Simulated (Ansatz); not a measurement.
**Relaxation of ZrC2**

Wanted: the geometry at rest of ZrC2 (a structure type of another compound, with these elements put in), relaxing cell and atoms, and its electronic structure there.

Computed, not measured: Ansatz 0.2.0, DFT, r2SCAN, no spin polarisation, plane waves, PAW.

## Step 1: Geometry

Symmetry: P6/mmm, No. 191, hexagonal system. Conventional cell: a = 3.064 Å, b = 3.064 Å, c = 3.396 Å, α = 90.00°, β = 90.00°, γ = 120.00°. Zr (site symmetry 6/mmm) has 12 C at 2.45 Å as nearest neighbours. C (site symmetry -6m2) has 3 C at 1.77 Å and 6 Zr at 2.45 Å as nearest neighbours.

Its coordinates follow in the input file.

The first density is read from a saved solution for the starting cell.

## Step 2: Relaxing

Input file input.yaml:

```yaml
crystal:
  lattice:
    - [3.064259, 0.0, 0.0]
    - [-1.532129, 2.653726, 0.0]
    - [0.0, 0.0, 3.396057]
  atoms:
    - { symbol: Zr, position: [0.0, 0.0, 0.0] }
    - { symbol: C, position: [0.3333, 0.6667, 0.5] }
    - { symbol: C, position: [0.6666, 0.3333, 0.5] }
  symmetry: { tolerance: 0.0003 }
kpoints:
  mp_grid: { grid: [11, 11, 9], shift: [0, 0, 0] }
magnetization:
  spin_polarized: false
scf:
  occupations: { method: fermi_dirac }
  lower_state_search: "off"
hamiltonian:
  pseudopotentials: { kind: paw }
  xc: r2scan
basis:
  ecutwfc: 500
  fft_grid_basis: typed
relax:
  max_steps: 80
  cell: { p_target: 0.0 }
output:
  forces: true
  stress: true
  eigenvalues: true
  bader: true
  populations: true
  elf: true
  write_potential: true
  volumetric_format: npy
  dos:
    e_range: [-12, 8]
    de: 0.05
    projected: { site_lists: { C: [C], Zr: [Zr] } }
  write_density: true
checkpoint:
  read: saved_state
```

The run is started by

```bash
ansatz run input.yaml --threads 2 --pin off --max-ram 2560MiB --backend cpu --events-out ev --progress --plain --runs-dir out
```

Output (excerpt; [...] marks lines left out):

```text
Warning: the atoms were moved onto the symmetric positions of the space group found under crystal.symmetry.tolerance 3.0e-4 (fractional; no operation is sought that the atoms, as they stand in a round, miss by more than twice it, and no atom is moved by as much as it), and the run uses [...]
Warning: RAYON_NUM_THREADS=2 ignored (pool sized by the plan → 2); use --threads N
[...]
Pseudopotentials: kind: paw
Pseudopotential: Zr, paw, valence charge 12, recommended cutoff 500 eV (meta_gga), Zr.paw.azcp
Pseudopotential: C, paw, valence charge 4, recommended cutoff 500 eV (meta_gga), C.paw.azcp
Functional definition: r2SCAN
[...]
Crystal: 3 atoms, lattice volume = 27.616 Å³
Basis set: ecut = 500 eV, 709 PW (Γ), exchange–correlation on 96×96×100 points (64 copies of the dense FFT grid, shifted against one another)
Bands: 14, of which v1, the nominal top of the filled ones, is band 10 counted from 1 (9 counted from 0)
Symmetry: 24 space group operations
Space group: P6/mmm (ITA 191), of the structure as read, at distance tolerance 9.1e-4 Å
k-points: 80 of 1089
[...]
SCF iter   1: F=-4696.018906 eV  HF=-4696.018262 eV  |F-HF|=6.44e-4  |Δ(HF+E_count)|=         —  Δρ=2.37e-3  dr2=1.39e-3  dr2_τ=2.14e-3  ethr=6.50e-6  ⟨swp⟩=2.0  Hψ=16123  notcnv=0
[...]
relax step   1: F+E_penalty+E_count = -4696.01971912 eV  Δ(F+E_penalty+E_count) = +0.000e0 eV  max|allowed force component| = 7.155e-16 eV/Å  Δτ_max = 0.0000 Å  P = +10.000 GPa  Ω = 27.616 Å³  (5 SCF iters, dr2 threshold 1.00e-7 eV, accepted)
[...]
relax step   2: F+E_penalty+E_count = -4696.08328493 eV  Δ(F+E_penalty+E_count) = -6.357e-2 eV  max|allowed force component| = 2.220e-16 eV/Å  Δτ_max = 0.0000 Å  P = +3.582 GPa  Ω = 28.506 Å³  energy of the carried Pulay correction = -5.802e-4 eV  (6 SCF iters, dr2 threshold 3.00e-7 eV, accepted)
[...]
SCF iter   7: F=-4696.123313 eV  HF=-4696.123313 eV  |F-HF|=1.98e-10  |Δ(HF+E_count)|=   1.40e-7  Δρ=3.58e-6  dr2=3.45e-9  dr2_τ=2.27e-10  ethr=3.97e-10  ⟨swp⟩=6.5  Hψ=7754  notcnv=0
[...]
```

## Step 3: More of the same log

The log, continued:

```text
relax step   3: F+E_penalty+E_count = -4696.12331288 eV  Δ(F+E_penalty+E_count) = -4.003e-2 eV  max|allowed force component| = 4.441e-16 eV/Å  Δτ_max = 0.0000 Å  P = +0.773 GPa  Ω = 29.594 Å³  energy of the carried Pulay correction = -1.302e-3 eV  (7 SCF iters, dr2 threshold 3.00e-7 eV, accepted)
Crystal: 3 atoms, lattice volume = 29.418 Å³
Basis set: ecut = 500 eV, 751 PW (Γ), exchange–correlation on 96×96×100 points (64 copies of the dense FFT grid, shifted against one another)
iter 1 solved again at ethr=6.00e-5 eV; its pass at ethr=3.10e-3 eV (dr2=1.20e-2 eV) is discarded
SCF iter   1: F=-4696.129542 eV  HF=-4696.131119 eV  |F-HF|=1.58e-3  |Δ(HF+E_count)|=         —  Δρ=5.01e-3  dr2=1.23e-2  dr2_τ=9.60e-3  ethr=6.00e-5  ⟨swp⟩=1.2  Hψ=9306  notcnv=0
preconditioner: auto → none  [metal: Δε(μ)=0.010 eV  Ē_g=12.600 eV  σ=0.100 eV  W_gap=0.03  n_scr=8 (ndim 8)  ℏωp=23.7 eV  f_vac=0.000  D(μ)=0.94/eV (n_scr^D=8)]
SCF iter   2: F=-4696.132783 eV  HF=-4696.135879 eV  |F-HF|=3.10e-3  |Δ(HF+E_count)|=   4.76e-3  Δρ=3.21e-3  dr2=4.20e-3  dr2_τ=6.12e-4  ethr=6.00e-5  ⟨swp⟩=2.0  Hψ=2933  notcnv=0
SCF iter   3: F=-4696.135040 eV  HF=-4696.135149 eV  |F-HF|=1.09e-4  |Δ(HF+E_count)|=   7.30e-4  Δρ=1.20e-3  dr2=3.53e-4  dr2_τ=5.08e-5  ethr=2.10e-5  ⟨swp⟩=2.3  Hψ=2168  notcnv=0
SCF iter   4: F=-4696.135158 eV  HF=-4696.135154 eV  |F-HF|=4.14e-6  |Δ(HF+E_count)|=   5.13e-6  Δρ=5.10e-4  dr2=3.94e-5  dr2_τ=9.63e-7  ethr=1.77e-6  ⟨swp⟩=1.2  Hψ=1831  notcnv=0
SCF iter   5: F=-4696.135165 eV  HF=-4696.135165 eV  |F-HF|=2.00e-7  |Δ(HF+E_count)|=   1.10e-5  Δρ=6.29e-5  dr2=5.34e-7  dr2_τ=3.53e-8  ethr=1.97e-7  ⟨swp⟩=2.3  Hψ=2103  notcnv=0
SCF iter   6: F=-4696.135166 eV  HF=-4696.135165 eV  |F-HF|=3.62e-9  |Δ(HF+E_count)|=   3.31e-7  Δρ=1.00e-5  dr2=1.59e-8  dr2_τ=5.14e-9  ethr=1.50e-9  ⟨swp⟩=9.3  Hψ=9013  notcnv=0
SCF 4 converged in 6 iterations: F = -4696.135166 eV  dr2 = 1.59e-8
relax step   4: F+E_penalty+E_count = -4696.13516550 eV  Δ(F+E_penalty+E_count) = -1.185e-2 eV  max|allowed force component| = 3.947e-16 eV/Å  Δτ_max = 0.0000 Å  P = -0.092 GPa  Ω = 29.418 Å³  energy of the carried Pulay correction = -1.175e-3 eV  (6 SCF iters, dr2 threshold 3.00e-7 eV, accepted)
Crystal: 3 atoms, lattice volume = 29.462 Å³
iter 1 solved again at ethr=2.76e-6 eV; its pass at ethr=3.10e-3 eV (dr2=5.53e-4 eV) is discarded
SCF iter   1: F=-4696.135612 eV  HF=-4696.135698 eV  |F-HF|=8.56e-5  |Δ(HF+E_count)|=         —  Δρ=1.07e-3  dr2=5.60e-4  dr2_τ=4.06e-4  ethr=2.76e-6  ⟨swp⟩=2.0  Hψ=8641  notcnv=0
preconditioner: auto → none  [metal: Δε(μ)=0.056 eV  Ē_g=12.603 eV  σ=0.100 eV  W_gap=0.14  n_scr=8 (ndim 8)  ℏωp=23.7 eV  f_vac=0.000  D(μ)=0.95/eV (n_scr^D=8)]
SCF iter   2: F=-4696.135754 eV  HF=-4696.135899 eV  |F-HF|=1.45e-4  |Δ(HF+E_count)|=   2.01e-4  Δρ=6.94e-4  dr2=1.97e-4  dr2_τ=2.85e-5  ethr=2.76e-6  ⟨swp⟩=2.0  Hψ=2402  notcnv=0
SCF iter   3: F=-4696.135862 eV  HF=-4696.135865 eV  |F-HF|=3.97e-6  |Δ(HF+E_count)|=   3.38e-5  Δρ=2.56e-4  dr2=1.59e-5  dr2_τ=2.23e-6  ethr=9.85e-7  ⟨swp⟩=2.3  Hψ=1848  notcnv=0
SCF iter   4: F=-4696.135866 eV  HF=-4696.135866 eV  |F-HF|=2.17e-7  |Δ(HF+E_count)|=   7.22e-7  Δρ=1.06e-4  dr2=1.78e-6  dr2_τ=4.55e-8  ethr=7.97e-8  ⟨swp⟩=1.2  Hψ=1574  notcnv=0
SCF iter   5: F=-4696.135867 eV  HF=-4696.135867 eV  |F-HF|=1.04e-8  |Δ(HF+E_count)|=   5.22e-7  Δρ=1.25e-5  dr2=2.07e-8  dr2_τ=1.41e-9  ethr=1.50e-9  ⟨swp⟩=9.5  Hψ=9095  notcnv=0
SCF 5 converged in 5 iterations: F = -4696.135867 eV  dr2 = 2.07e-8
relax step   5: F+E_penalty+E_count = -4696.13586673 eV  Δ(F+E_penalty+E_count) = -7.012e-4 eV  max|allowed force component| = 3.947e-16 eV/Å  Δτ_max = 0.0000 Å  P = +0.022 GPa  Ω = 29.462 Å³  energy of the carried Pulay correction = -1.206e-3 eV  (5 SCF iters, dr2 threshold 3.00e-7 eV, accepted)
Basis set: ecut = 500 eV, 761 PW (Γ), exchange–correlation on 96×96×96 points (64 copies of the dense FFT grid, shifted against one another)
Initial wavefunctions: pseudopotential atomic-orbital guess (no wavefunctions were taken with the density)
iter 1 solved again at ethr=2.39e-8 eV; its pass at ethr=3.10e-3 eV (dr2=4.78e-6 eV) is discarded
SCF iter   1: F=-4696.137291 eV  HF=-4696.137281 eV  |F-HF|=1.00e-5  |Δ(HF+E_count)|=         —  Δρ=2.91e-4  dr2=2.61e-6  dr2_τ=2.23e-5  ethr=2.39e-8  ⟨swp⟩=3.3  Hψ=11324  notcnv=0
preconditioner: auto → none  [metal: Δε(μ)=0.051 eV  Ē_g=12.599 eV  σ=0.100 eV  W_gap=0.12  n_scr=8 (ndim 8)  ℏωp=23.7 eV  f_vac=0.000  D(μ)=0.95/eV (n_scr^D=8)]
SCF iter   2: F=-4696.137291 eV  HF=-4696.137288 eV  |F-HF|=2.28e-6  |Δ(HF+E_count)|=   7.50e-6  Δρ=1.46e-4  dr2=6.31e-7  dr2_τ=1.09e-6  ethr=1.31e-8  ⟨swp⟩=2.4  Hψ=2596  notcnv=0
SCF iter   3: F=-4696.137291 eV  HF=-4696.137291 eV  |F-HF|=9.39e-9  |Δ(HF+E_count)|=   2.64e-6  Δρ=9.33e-6  dr2=2.27e-8  dr2_τ=4.11e-9  ethr=3.15e-9  ⟨swp⟩=2.0  Hψ=2231  notcnv=0
SCF iter   4: F=-4696.137291 eV  HF=-4696.137291 eV  |F-HF|=9.17e-9  |Δ(HF+E_count)|=   4.96e-9  Δρ=5.68e-6  dr2=1.26e-8  dr2_τ=1.35e-9  ethr=1.14e-10  ⟨swp⟩=2.7  Hψ=2178  notcnv=0
SCF iter   5: F=-4696.137291 eV  HF=-4696.137291 eV  |F-HF|=1.19e-9  |Δ(HF+E_count)|=   1.31e-9  Δρ=2.22e-6  dr2=1.74e-9  dr2_τ=7.46e-11  ethr=6.31e-11  ⟨swp⟩=1.0  Hψ=1440  notcnv=0
SCF iter   6: F=-4696.137291 eV  HF=-4696.137291 eV  |F-HF|=8.73e-11  |Δ(HF+E_count)|=  1.29e-10  Δρ=5.81e-7  dr2=1.22e-10  dr2_τ=4.26e-12  ethr=8.68e-12  ⟨swp⟩=1.1  Hψ=1520  notcnv=0
SCF iter   7: F=-4696.137291 eV  HF=-4696.137291 eV  |F-HF|=3.64e-12  |Δ(HF+E_count)|=  9.09e-12  Δρ=9.16e-8  dr2=3.17e-12  dr2_τ=9.21e-14  ethr=1.00e-12  ⟨swp⟩=5.8  Hψ=5131  notcnv=0
SCF 6 converged in 7 iterations: F = -4696.137291 eV  dr2 = 3.17e-12
relax step   6: F+E_penalty+E_count = -4696.13729109 eV  Δ(F+E_penalty+E_count) = -1.424e-3 eV  max|allowed force component| = 2.467e-16 eV/Å  Δτ_max = 0.0000 Å  P = +0.042 GPa  Ω = 29.462 Å³  stress off target by 4.71e-2 GPa  SCF on the basis re-selected at this cell (its energy is not comparable with the rows above)  (7 SCF iters)
basis re-selected at this cell: Δ(F+E_penalty+E_count) = -1.424e-3 eV, ΔP = +0.020 GPa vs the last step (what re-selecting the basis moved, of the pressure what is left beyond the Pulay correction that the steps carried, after the strain that the cell walked since its last selection, with what the two solves' SCF thresholds leave and, on support functions, any second-order correction that the steps lacked; it is no measure of the basis error at this ecutwfc). The dense FFT grid was sized anew with the basis: this SCF ran on 24×24×24 points, the steps before it on 24×24×25, so part of this shift can come from that change (see relax.cell in the input reference). This SCF's stress stands 4.71e-2 GPa from its target on what of the cell is left free (relax.cell.stress_tol is 5.00e-2 GPa) and its largest allowed force component is 2.47e-16 eV/Å (relax.f_tol is 1.00e-2 eV/Å): within both
SCF converged after 7 iterations
Free energy (F): -4696.137291 eV
Harris-Foulkes:  -4696.137291 eV  (|F-HF|=3.64e-12)
Internal energy: -4696.105871 eV  (E = F + TS)
E sigma→0 (E₀):  -4696.121581 eV
Entropy (-TS):   -0.031420 eV (-10.473 meV/atom)
Fermi energy:    17.564127 eV
--- Per-component energies (eV) ---
  E_band       = -11.052443
  E_kinetic    = 507.665579
  E_local      = -556.766630  (includes V_loc(G=0)·N_el)
  E_nonlocal   = 131.179784
  E_hartree    = 160.996295
  E_xc         = -251.724885
  E_vxc        = -343.731924  (∫ρ·V_xc dr)
  E_paw        = -3170.102749  (= ΣΔE_a)
  E_vpaw       = -90.773282  (= ΣTr[D̂ρ^β])
  E_aug_tail   = 0.000012  (compensation charges beyond the density's cutoff)
  E_vtau       = 19.381413  (kinetic-family band-sum trace: ∫τ·v_τ [+ j·A + Jᵃ·Aᵃ] dr)
  E_ewald      = -1517.138988
  E_core_change = -0.214289  (= ΣΔE_core)
  E_smearing   = -0.031420  (= −TS)
  E_closure    = -0.000000  (closes the sum)
  Σ components = -4696.137291   (vs F -4696.137291, Δ=0.00e0)
--- Forces (eV/Å), atoms counted from 1 ---
  atom   1  Zr    -0.00000000    -0.00000000    -0.00000000
  atom   2  C     -0.00000000     0.00000000    -0.00000000
  atom   3  C      0.00000000    -0.00000000     0.00000000
  max |Σ_I F_I| component: 1.48e-16 eV/Å
--- Stress (GPa, compression-positive) ---
        0.047082      -0.000000      -0.000000
        0.000000       0.047082      -0.000000
       -0.000000      -0.000000       0.031782
  P = ⅓ Tr σ = 0.0420 GPa (0.420 kbar)
--- Band table (eV; the first three rows and the last of 80) ---
  k-point 0: bands = ["-33.7173", "-10.9624", "-10.7514", "-10.7514", "-0.3214", "11.5397", "11.5397", "12.9894", "14.1346", "14.4141", "19.6032", "19.6032", "20.6307", "20.6307", "20.6904", "20.8555", "20.8555", "24.9002"]
  k-point 1: bands = ["-33.7116", "-11.0579", "-10.7446", "-10.7446", "-0.1243", "11.6461", "11.6461", "12.0618", "14.2183", "15.3271", "18.3731", "18.3731", "20.4338", "20.4550", "20.4550", "22.1040", "22.1040", "25.4805"]
  k-point 2: bands = ["-33.6971", "-11.2900", "-10.7276", "-10.7276", "0.3914", "10.6868", "11.9434", "11.9434", "14.4532", "16.7922", "17.0764", "17.0764", "19.5025", "19.5025", "19.7972", "24.0740", "24.0740", "27.0208"]
  k-point 79: bands = ["-33.5586", "-11.3323", "-11.3111", "-11.1709", "3.1768", "4.1149", "9.9621", "12.4753", "12.6491", "19.1401", "20.6406", "21.5425", "22.4421", "22.9753", "24.1435", "24.2689", "25.1345", "27.2902"]
--- Relaxed structure (5 steps of the walk, 5 accepted, 1 SCFs on fresh bases) ---
  F+E_penalty+E_count = -4696.13729109 eV   max|allowed force component| = 2.467e-16 eV/Å   (the final SCF, on the basis selected at the relaxed cell)
  cell:  # Å, volume = 29.4617 Å³
    - [3.2202090071907974, -3.0336674934476545e-7, 0.0]
    - [-1.610104240872087, 2.7887829574060716, 0.0]
    - [0.0, 0.0, 3.2806479532369544]
  atoms:
    - { symbol: Zr, position: [-1.6960987735820107e-17, 6.854270825446295e-35, 0.0] }
    - { symbol: C, position: [0.3333333333333333, 0.6666666666666665, 0.5] }
    - { symbol: C, position: [0.6666666666666665, 0.33333333333333337, 0.5] }
--- Löwdin populations: 3 sites ---
  site symbol       q [e]
     0     Zr     11.1986
     1      C      4.3576
     2      C      4.3576
  spilling = 0.004315 (of n_electrons = 20.000000)
--- Bader charges: 3 sites ---
  site symbol  charge [e]  shift [e]
     0     Zr      1.8859     0.0014
     1      C     -0.9430     0.0007
     2      C     -0.9430     0.0007
  estimated error of the sums over rays = 3.8e-4 e
```

Wall time 43 s (2 threads of Arm Neoverse N1, shared host); peak memory 0.42 GiB.

The steps of the relaxation:

```
step  energy from step 1 (eV/cell)  largest force component (eV/Å)  pressure (GPa)  volume (Å³)
   1                        0.0000                          0.0000           10.00        27.62
   2                       -0.0636                          0.0000            3.58        28.51
   3                       -0.1036                          0.0000            0.77        29.59
   4                       -0.1154                          0.0000           -0.09        29.42
   5                       -0.1161                          0.0000            0.02        29.46
   6                       -0.1176                          0.0000            0.04        29.46
```

Step 1 is the start. Step 6 repeats the geometry before on a plane-wave basis chosen anew for that cell, so the energy can jump there without any move; the table keeps such jumps.

| input's cell | before | after | change |
| --- | --- | --- | --- |
| a (Å) | 3.064 | 3.220 | +5.1 % |
| b (Å) | 3.064 | 3.220 | +5.1 % |
| c (Å) | 3.396 | 3.281 | -3.4 % |
| volume (Å³/atom) | 9.21 | 9.82 | +6.7 % |

## Step 4: Total and projected density of states

States per cell by energy window, from dos.tsv and pdos.tsv (tetrahedra; eV from the Fermi level):

```
from    to  total   C s   C p  Zr d
-4.5  -4.0   0.41  0.01  0.20  0.20
-4.0  -3.5   0.37  0.01  0.16  0.20
-3.5  -3.0   0.31  0.01  0.12  0.17
-3.0  -2.5   0.34  0.03  0.10  0.20
-2.5  -2.0   0.24  0.06  0.07  0.10
-2.0  -1.5   0.11  0.03  0.04  0.04
-1.5  -1.0   0.67  0.14  0.28  0.22
-1.0  -0.5   0.74  0.16  0.31  0.24
-0.5   0.0   0.42  0.09  0.17  0.15
 0.0   0.5   0.42  0.08  0.16  0.17
 0.5   1.0   0.56  0.08  0.22  0.24
 1.0   1.5   0.53  0.05  0.19  0.27
 1.5   2.0   0.55  0.04  0.17  0.32
 2.0   2.5   0.66  0.04  0.19  0.41
 2.5   3.0   0.82  0.06  0.19  0.55
 3.0   3.5   1.26  0.11  0.27  0.85
```

## Step 5: How the electrons are shared

By element, from the tables in the log (a charge is positive for electrons lost): Löwdin charges also hold the electrons that the projection spills.

```
element  atoms  Bader charge (e)  Bader volume (Å³)  Löwdin charge (e)
     Zr      1             +1.89               11.1              +0.80
      C      2             -0.94                9.2              -0.36
```

## Step 6: Real-space fields

Maps in the plane spanned by a and b at height 0.000 along c (axes of the input's cell), one cell: a runs left to right (10 points from zero), b bottom to top (10 points), 120° apart. These are the smooth PAW fields, not the true ones near the nuclei.

Valence density. Ten steps from '0' (0.15 e/Å³) to '9' (4.02 e/Å³), finer at the low end (step k begins (100^(k/10) - 1)/99 of the way up):
```
9973003799
9731013799
5311113577
1001001333
0011000110
1333100100
5775311113
9997310137
9997300379
8995101599
```

ELF. Ten even steps from '0' (0.03) to '9' (0.82):
```
5971111795
9711211799
5112211577
0122210111
1111111111
0111012221
5775112211
9997112117
5597111179
0595010595
```

Atoms within 0.2 Å of the plane, in fractions of a and b: Zr at (1.00, 0.00).

At the density minimum on some short contacts:

```
contact  length (Å)  minimum at (fraction)  density (e/Å³)   ELF
  C2–C3       1.859                   0.50           0.756  0.60
```

```
fraction  C2–C3
     0.2   1.46
     0.3   1.18
     0.4  0.879
     0.5  0.756
     0.6  0.879
     0.7   1.18
     0.8   1.46
```

(Smooth valence density in e/Å³ at fractions of each contact.)

## Step 7: Summary of results

```
                                                 quantity                                                                       value
                                                    moves                                                                           4
                                            energy gained                                                               38.7 meV/atom
                                             largest move                                                                      0.00 Å
                     space group (0.01 Å), before / after                                                             P6/mmm / P6/mmm
                                                     cell  a = 3.220 Å, b = 3.220 Å, c = 3.281 Å, α = 90.00°, β = 90.00°, γ = 120.00°
                                                   volume                                                       9.82 Å³/atom (+6.7 %)
                                      pressure at the end                                                                    0.04 GPa
           formation energy (elements from separate runs)                                                                0.75 eV/atom
                                                character                                                                       metal
density of states, mean within 0.25 eV of the Fermi level                                                        0.79 per eV per cell
                                            Bader charges                                                         Zr +1.89, C -0.94 e
```

What this shows: The volume grew by 6.7 %, and the atoms end where they began within the cell; the energy fell by 38.7 meV per atom. The shape changed more than that tells: the edges moved by +5, +5, -3 %. With 24 symmetry operations imposed, the end may be a saddle point towards distortions that break them. Bands cross the Fermi level: a metal; within 0.25 eV of the Fermi level the density of states averages 0.79 per eV per cell, mostly Zr d (39 %), C p (39 %) and C s (19 %). By Bader's partition Zr gives up most (+1.89 e) and C takes most (-0.94 e). Set against separate runs on the elements (Zr hcp, C graphite), it forms at 0.75 eV per atom, so at this geometry it is not bound against them.
